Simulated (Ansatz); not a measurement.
From input file to script: SnSe, space group Fm-3m in Ansatz 0.2.0.

```yaml
crystal:
  lattice:
    - [0.0, 3.01, 3.01]
    - [3.01, 0.0, 3.01]
    - [3.01, 3.01, 0.0]
  atoms:
    - { symbol: Sn, position: [0.0, 0.0, 0.0] }
    - { symbol: Se, position: [0.5, 0.5, 0.5] }
kpoints:
  mp_grid:
    grid: [4, 4, 4]
hamiltonian:
  xc: pbesol
  pseudopotentials:
    kind: paw
scf:
  occupations:
    method: fixed
gw:
  n_empty_bands: 40
  ecut_chi: 100.0
  qp_bands: [v3, c1]
```

The script, `gw_snse.py`:
```python
# -*- coding: utf-8 -*-
'''Quasiparticle gap of SnSe by G0W0.'''

import ansatz
from pymatgen.core import Lattice, Structure
from pymatgen.io.ase import AseAtomsAdaptor

XC = 'PBEsol'
SMEARING = 'fixed'


def main():
    pmg_structure = Structure(
        Lattice([[0.0, 3.01, 3.01], [3.01, 0.0, 3.01], [3.01, 3.01, 0.0]]),
        ['Sn', 'Se'],
        [
            [0.0, 0.0, 0.0],
            [0.5, 0.5, 0.5],
        ],
    )
    snse = ansatz.Crystal.from_ase(AseAtomsAdaptor.get_atoms(pmg_structure))

    job = (
        snse.calculation()
        .functional(XC)
        .pseudopotentials('paw')
        .kpoints(4)
        .occupations(SMEARING)
        .gw(empty_bands=40, screening_cutoff=100, quasiparticle_bands=('v3', 'c1'))
    )
    events = []
    out = job.session().plan().execute(on_event=events.append, runs_dir='gw_run')
    gw = next(e['data'] for e in events if e['event'] == 'gw_qp')
    top = gw['frontier_bands']['highest_filled_band']
    print(' k band    E_KS   Sigma_x  Sigma_c     Vxc      Z    E_QP (eV)')
    for qp in gw['qp']:
        print(f'{qp["ik"]:2d} {qp["band"]:4d} {qp["eps_ks_ev"]:7.3f} {qp["sigma_x_ev"]:9.3f} {qp["sigma_c_at_ks_ev"]:8.3f} {qp["vxc_ev"]:8.3f} {qp["z"]:6.3f} {qp["e_qp_ev"]:8.3f}')
    for key, label in (('eps_ks_ev', 'Kohn-Sham'), ('e_qp_ev', 'G0W0')):
        filled = max(qp[key] for qp in gw['qp'] if qp['band'] <= top)
        empty = min(qp[key] for qp in gw['qp'] if qp['band'] > top)
        print(f'{label} gap on the mesh: {empty - filled:.3f} eV')
    print('static dielectric eigenvalues (RPA, this mesh):', [round(e, 3) for e in gw['screening'][0]['eps_tensor_eigenvalues']])


if __name__ == '__main__':
    main()
```

```console
$ python gw_snse.py
DeckWarning: basis.ecutwfc = 420 eV, auto-derived from the records' recommended cutoffs: set by Sn (normal level)
RunWarning: The pass of gw summed this state as an insulator, by the gap at the k-points of its mesh. Between them the highest filled and the lowest empty band overlap, or are closer than 0.001 eV or than the solver resolves: band 15 at 9.0300 eV, k = (-0.0547, -0.0521, 0.4844), and band 16 at 9.0277 eV, k = (0.0602, 0.0316, -0.4710) (bands counted from 1, k in fractional coordinates). If the crystal is a metal, the result lacks its carriers' screening and any gap read off it is false. On a [...]
 k band    E_KS   Sigma_x  Sigma_c     Vxc      Z    E_QP (eV)
 0   13   6.695   -16.707    2.508  -14.302  0.764    6.774
 0   14   6.695   -16.707    2.508  -14.302  0.764    6.774
 0   15   6.695   -16.707    2.508  -14.302  0.764    6.774
 0   16  13.196    -8.185   -4.484  -13.407  0.768   13.760
 1   13   6.779   -16.703    2.424  -14.380  0.765    6.856
 1   14   6.779   -16.703    2.424  -14.380  0.765    6.856
 1   15   7.880   -15.255    1.052  -14.540  0.778    8.142
 1   16  11.002    -9.144   -3.303  -13.038  0.785   11.464
 2   13   6.936   -16.941    2.423  -14.625  0.766    7.019
 2   14   6.936   -16.941    2.423  -14.625  0.766    7.019
 2   15   8.821   -10.849   -0.444  -11.564  0.791    9.035
 2   16   9.449   -13.241   -1.867  -15.764  0.780    9.960
 3   13   5.894   -16.216    2.687  -13.528  0.761    5.894
 3   14   5.894   -16.216    2.687  -13.528  0.761    5.894
 3   15   7.191   -15.161    1.494  -13.846  0.775    7.330
 3   16  10.980   -10.109   -3.177  -13.958  0.782   11.503
 4   13   4.859   -15.605    2.909  -12.598  0.757    4.785
 4   14   5.886   -16.096    2.613  -13.473  0.762    5.879
 4   15   6.716   -15.064    1.614  -13.604  0.773    6.835
 4   16  11.558    -9.197   -3.465  -13.290  0.781   12.047
 5   13   4.901   -15.717    2.985  -12.618  0.753    4.815
 5   14   6.802   -16.613    2.372  -14.329  0.766    6.869
 5   15   8.265   -14.447    0.770  -13.989  0.781    8.510
 5   16  10.050   -10.230   -2.826  -13.639  0.785   10.507
 6   13   3.397   -15.528    3.611  -11.697  0.741    3.235
 6   14   5.244   -16.010    2.905  -13.038  0.761    5.192
 6   15   5.244   -16.010    2.905  -13.038  0.761    5.192
 6   16  11.835    -5.119   -3.921   -9.160  0.796   11.930
 7   13   4.166   -15.597    3.281  -12.144  0.749    4.038
 7   14   4.166   -15.597    3.281  -12.144  0.749    4.038
 7   15   8.073   -16.661    1.612  -15.376  0.773    8.326
 7   16  10.362    -8.550   -3.361  -12.428  0.788   10.768
Kohn-Sham gap on the mesh: 0.628 eV
G0W0 gap on the mesh: 0.925 eV
static dielectric eigenvalues (RPA, this mesh): [24.38, 24.38, 24.38]
```
(Warnings from the package without file and line, shortened.)

Total energies depend on the potentials; only differences at equal settings carry meaning. A total without «per atom» is that of the cell as typed. Energy and stress may still move on a finer k-point mesh. The structure is a deposited one; some such entries were measured under pressure or heat, so a shift against it needn't be the functional's error alone. Mesh, empty bands and screening cutoff are small, so the quasiparticle gap isn't converged, and it is read on the mesh points alone. Spin-orbit coupling is left out, which matters for heavy elements. Hardware and time: 9.7 s on 1 thread of Intel(R) Xeon(R) Processor @ 2.30GHz, with other jobs on the host, peak memory 0.59 GiB.

(Lines on the test bed's own set-up are left out of the output.)
